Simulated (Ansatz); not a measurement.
Mo, 1 atom in the cell. It takes space group Im-3m (No. 229, cubic). Conventional cell: a = 3.168 Å, b = 3.168 Å, c = 3.168 Å, α = 90.00°, β = 90.00°, γ = 90.00°. Mo (site symmetry m-3m) is surrounded by 8 Mo at 2.74 Å. 

* Program: Ansatz 0.2.0
* Task: relaxation of cell and atoms
* Functional: RPBE
* Dispersion: D4
* Potentials or basis: all-electron LAPW, scalar-relativistic
* Basis error allowed: 0.001 eV/atom
* k mesh: 12 × 12 × 12
* Occupations: fermi-dirac, width 0.05 eV
* Spin: no spin polarisation

Potentials or basis: all-electron LAPW, scalar-relativistic.

Run with:

```sh
$ ansatz run input.yaml --threads 1 --pin off --max-ram 3072MiB --backend cpu --events-out ev --progress --plain --runs-dir out
```

Hardware: 1 thread of Arm Neoverse V2 (shared host).

Q: How long does it take, and how much memory?

A: Wall time 16 s on 1 thread of Arm Neoverse V2 (shared host), peak memory 0.27 GiB. Counts: scf iterations 23, plane waves 141, k points 72, bands 19, ion steps 5.
